# How much of a band gap does PBE miss? A forecast for HfO₂

## The question

HfO₂ separates the gate of a transistor from its channel. It blocks electrons with one energy barrier and holes with another, and the two barriers add up to the gap of the oxide less the gap of the channel. Anyone who takes both gaps from a PBE calculation needs to know how much of each is missing. The table gives computed and measured gaps for nine other crystals. What gap should PBE then give for monoclinic HfO₂?

Band gaps of ten crystals, computed with Quantum ESPRESSO 7.5 and PBE at the given geometries, without spin polarisation or spin–orbit coupling. Occupations follow a Fermi–Dirac smearing of 0.05 eV. Each computed gap is the Kohn–Sham gap between the band edges found on the listed k-mesh.

| formula | space group | volume of the given cell (Å³/atom) | potentials or basis | wave cutoff (eV) | k-mesh | computed band gap (eV) | measured band gap (eV) | range of the values found (eV) | what was measured, and how | source | computed less measured (eV) |
| --- | --- | --- | --- | --- | --- | --- | --- | --- | --- | --- | --- |
| GaSb | F-43m | 28.62 | SSSP 1.3 efficiency PBE | 952.4 | 8x8x8 | 0 | 0.812 | 0.812 to 0.813 | direct gap at T -> 0 K, Eg(0) from Varshni fit to temperature-dependent PL (eq. 3); temperature-dependent photoluminescence; bulk crystal | arXiv:cond-mat/0204296 (2002) | -0.81 |
| MoS2 | P6_3/mmc | 17.86 | SSSP 1.3 efficiency PBE | 816.3 | 10x10x3 | 0.931 | 1.32 | 1.3 to 1.87 | optical gap from UV-Vis absorption; UV-Vis absorption; powder | pmc:10305116 (2023) | -0.39 |
| InP | F-43m | 25.17 | SSSP 1.3 efficiency PBE | 748.3 | 8x8x8 | 0.717 | 1.42 | one value | experimental band gap used for comparison with the calculated gap; not stated; bulk crystal | arXiv:cond-mat/0006134 (2000) | -0.70 |
| CdSe | P6_3mc | 28.10 | SSSP 1.3 efficiency PBE | 816.3 | 7x7x4 | 0.677 | 1.74 | 1.71 to 1.76 | excitonic gap from free-exciton PL, not corrected for exciton binding; photoluminescence; bulk crystal | pmc:10253836 (2023) | -1.06 |
| SiC | F-43m | 10.35 | SSSP 1.3 efficiency PBE | 748.3 | 10x10x10 | 1.356 | 2.39 | 2.39 to 2.4 | band gap at cryogenic temperature; not stated; bulk crystal | arXiv:2009.14696 (2020) | -1.03 |
| CdS | P6_3mc | 25.12 | SSSP 1.3 efficiency PBE | 816.3 | 7x7x4 | 1.17 | 2.44 | 2.4 to 2.5963 | direct optical gap from Tauc plot of (alpha h nu)^2; UV-Vis diffuse reflectance; powder | pmc:10275871 (2023) | -1.27 |
| TiO2 | P4_2/mnm | 10.44 | SSSP 1.3 efficiency PBE | 748.3 | 6x6x9 | 1.856 | 3.03 | 3.03 to 3.2 | direct gap, E perpendicular to c; optical experiment; bulk crystal | arXiv:2011.08928 (2020) | -1.17 |
| ZnS | F-43m | 19.73 | SG15 PBE 1.2 | 952.4 | 6x6x6 | 2.109 | 3.54 | 3.54 to 3.85 | direct optical gap from Tauc plot; UV-vis absorption; film | pmc:9697895 (2022) | -1.43 |
| SnO2 | P4_2/mnm | 11.92 | SSSP 1.3 efficiency PBE | 816.3 | 6x6x8 | 1.271 | 3.6 | 3.6 to 3.85 | band gap, experimental value quoted for comparison with calculation; not stated; bulk crystal | pmc:4705631 (2016) | -2.33 |
| HfO2 | P2_1/c | 11.53 | SSSP 1.3 efficiency PBE | 816.3 | 5x5x5 | ? | ? | ? | ? | ? | ? |

In these notes the shortfall is the measured gap less the computed one, so that a positive number means a computed gap that is too small.

## Why the size of the gap is a poor guide

PBE gives too small a gap in all nine crystals. The shortfall runs from 0.39 eV in MoS₂ to 2.33 eV in SnO₂ and broadly grows with the measured gap. This suggests a simple rule in which PBE always loses the same fraction.

Two comparisons with SnO₂ speak against that rule. ZnS has almost the same measured gap, 3.54 eV against 3.6 eV, yet its shortfall is only 1.43 eV. TiO₂ is an oxide with the same crystal structure as SnO₂, and there PBE recovers 61% of the measured gap, against 35% in SnO₂. Neither the width of the gap nor the class of compound fixes the error.

GaSb needs a correction before it can be compared. Its printed gap of zero arises because the occupations are smeared over 0.05 eV and the Fermi level comes to lie just above the conduction edge. The levels at Γ, the centre of the Brillouin zone, still show a gap of 0.04 eV, and that value is used below. Spin–orbit coupling, left out here, would raise the valence top and close this small gap, so the true shortfall of PBE in GaSb is larger than it looks.

## The physical picture

An electron in a filled valence state gains energy by exchange with the other valence electrons. An electron added to the conduction band gains less, because its state overlaps less with the filled ones. Non-local exchange treats the two differently and so pushes the bands apart. PBE gives both the same local potential, and much of this separation is lost.

In the language of density-functional theory, the true gap is the Kohn–Sham gap plus a jump of the potential when an electron is added, the derivative discontinuity. The Kohn–Sham gap of PBE lacks that jump. PBE also lets an electron partly repel itself, which raises localised filled states and narrows the gap further. These are arguments from theory; the table shows only their combined effect, together with whatever error the measured values carry.

In a crystal the missing exchange does not act at full strength. The other electrons rearrange around each charge and weaken the interaction by a factor of about ε, the electronic dielectric constant. Strong screening should therefore go with a small shortfall, and weak screening with a large one.

This ε is not the constant for which HfO₂ is prized as a gate insulator. That one is roughly 20 and comes mostly from ions that shift in a slow field. The electronic constant, which describes a field too fast for the ions to follow, is only about 4.4.

## Why screening is not the gap under another name

The gap marks where absorption of light can begin. The electronic dielectric constant depends on where most of the absorption lies and how strong it is. The two usually go together, but they can part.

TiO₂ and SnO₂ show how. The lowest conduction states of TiO₂ are Ti 3d states, many of them packed into a narrow range of energy, so strong absorption starts soon after the gap. The conduction band of SnO₂ starts with a single steep band of mainly s character, which offers few states, and most of its absorption comes much higher up. This is the accepted picture of the two oxides, not something the table prints. It fits their dielectric constants, about 6.5 for TiO₂ and 3.9 for SnO₂, and the shortfall in SnO₂, counted in eV, is about twice that in TiO₂.

## A model with one constant

Suppose that unscreened exchange would open the PBE gap by an energy K, and that K is about the same in every crystal. Screening divides this opening by ε:

shortfall ≈ K / ε

The table has no dielectric constants, so rough recalled values averaged over directions must serve: GaSb 14, MoS₂ 12, InP 9.6, CdSe 6.2, SiC 6.5, CdS 5.3, TiO₂ 6.5, ZnS 5.1 and SnO₂ 3.9. A least-squares fit of K to the nine known crystals gives 7.6 eV.

The typical error of the model is 0.19 eV, against 0.30 eV for a shortfall proportional to the measured gap, which also has one fitted constant. That favours screening without proving it. In these nine crystals weak screening mostly goes with a wide gap, so the two descriptions are hard to tell apart.

## Where the model strains

SnO₂ fits worst: its shortfall is 0.39 eV larger than the model gives. Screening accounts for about half of the difference between SnO₂ and ZnS, 0.46 eV out of 0.90 eV. Both measured gaps are the lowest of their ranges, so the difference itself is uncertain by a few tenths of an eV. Nothing in the table settles where the rest comes from. The cells were not relaxed, and that of SnO₂ is under considerable computed pressure. Letting it expand would normally narrow the PBE gap further, so the pressure doesn't explain the large shortfall. Forces also remain on the atoms in SnO₂ and CdSe, and their effect on the gaps was not tested.

ZnS also shows why K should not be read as a pure exchange energy. PBE places the Zn 3d levels about 6 eV below the valence top, whereas experiment finds them at roughly 9 eV. Levels that lie too high repel the sulphur p states above them, raise the valence top and narrow the gap. The fitted K takes in such effects along with the missing exchange.

At the other end, MoS₂ has a smaller shortfall than the model gives. Its gap is indirect, and the measured 1.32 eV matches that gap; the upper end of the measured range belongs to direct absorption. The lowest conduction state is expected partway between Γ and K, a corner of the Brillouin zone, and the mesh need not hit it exactly. A mesh can only overstate the gap of a given band structure, so the true shortfall of PBE may be somewhat larger.

## The forecast for HfO₂

HfO₂ separates the two descriptions. Its gap is much wider than that of SnO₂, so a constant fraction would make its shortfall larger. But its lowest conduction states are Hf 5d states, densely packed as in TiO₂, and it screens slightly better than SnO₂. The screening picture therefore makes its shortfall smaller.

The estimate needs two recalled inputs, a measured gap of about 5.7 eV and ε of about 4.4. HfO₂ took no part in the fit.

- Shortfall: 7.6 eV / 4.4 ≈ 1.7 eV
- Computed gap: 5.7 eV − 1.7 eV = 4.0 eV

The forecast is thus a computed gap of about 4.0 eV, within 3.4 to 4.6 eV, the largest of the series. The shortfall should be about 1.7 eV, within 1.2 to 2.2 eV, and smaller than in SnO₂. The proportional rule would put the computed gap near 2.9 eV, outside the range.

The scatter of the fit and the doubt about both inputs combine to a standard error of about 0.35 eV. The range is wider than that because HfO₂ has a wider gap than any crystal in the fit.

## The computed value

The withheld rows as computed:

| formula | space group | volume of the given cell (Å³/atom) | potentials or basis | wave cutoff (eV) | k-mesh | computed band gap (eV) | measured band gap (eV) | range of the values found (eV) | what was measured, and how | source | computed less measured (eV) |
| --- | --- | --- | --- | --- | --- | --- | --- | --- | --- | --- | --- |
| HfO2 | P2_1/c | 11.53 | SSSP 1.3 efficiency PBE | 816.3 | 5x5x5 | 4.199 | 5.61 | 5.31 to 5.89 | direct allowed gap from Tauc plot; diffuse reflectance; powder | arXiv:2112.02602 (2021) | -1.41 |

PBE gives 4.20 eV, which is inside the range and the largest gap of the series. The shortfall is 1.41 eV, also inside its range and well below that of SnO₂. The proportional rule misses the computed gap by 1.3 eV. In this crystal, which screens well for so wide a gap, the screening model comes much closer than the proportional rule.

For a transistor with a thick MoS₂ channel under HfO₂, the table now gives the error in the sum of the two barriers. (A single layer of MoS₂ has a wider gap than the bulk crystal in the table.) The measured gaps give 5.61 − 1.32 = 4.29 eV, and the computed ones give 4.20 − 0.93 = 3.27 eV. Raw PBE gaps thus make the barriers together about 1 eV too low, and leakage by tunnelling could look far worse than it is. The channel's own shortfall cancels only a little over a quarter of the oxide's, in line with the much stronger screening in MoS₂. How the error divides between electrons and holes can't be read from gaps; that takes a calculation of how the bands line up at the interface.

## What the miss teaches

The forecast was 0.22 eV too low. The recalled measured gap was 0.09 eV higher than the tabulated one, and this hid part of the error. With the tabulated value the model would have missed by 0.31 eV, more than its typical error for the nine fitted crystals.

Several causes are plausible, and none has been tested here. The measured gap is itself uncertain: at the top of its range, 5.89 eV, the shortfall would be 1.69 eV, almost what the model gives. The dielectric constant may have been set too low: with ε = 5 the model gives a shortfall of 7.6 / 5 ≈ 1.5 eV, close to the one found. The mesh may also have missed the true band edges. It is centred on Γ and has an odd number of points along each direction, so it skips the zone boundary, and the fully sampled PBE gap could be somewhat smaller than 4.20 eV. Finally, the atoms were not relaxed, and the forces left on some of them are larger than those in SnO₂ or CdSe. Relaxing them could shift the gap either way.

One mismatch does not explain the miss. The measured gap is a direct one, whereas the computed gap is indirect on this mesh. The smallest direct gap computed is only 0.07 eV wider, and using it would make the shortfall slightly smaller still.

The product of shortfall and ε shows how far K really is from constant. Over all ten crystals it runs from 4.7 eV in MoS₂ to 10.8 eV in GaSb, though errors in the recalled ε and in the measured gaps add to this spread. Among the oxides it is 6.2 eV in HfO₂, 7.6 eV in TiO₂ and 9.1 eV in SnO₂. Three oxides thus span a wide range, and no single correction for oxides would serve them all.

For a neighbouring insulator, the first thing to look up is therefore its electronic dielectric constant. Dividing 7.6 eV by it gives the likely shortfall of PBE to within a few tenths of an eV for these ten crystals. That is enough to see that a computed barrier is badly low, but not enough to design one.
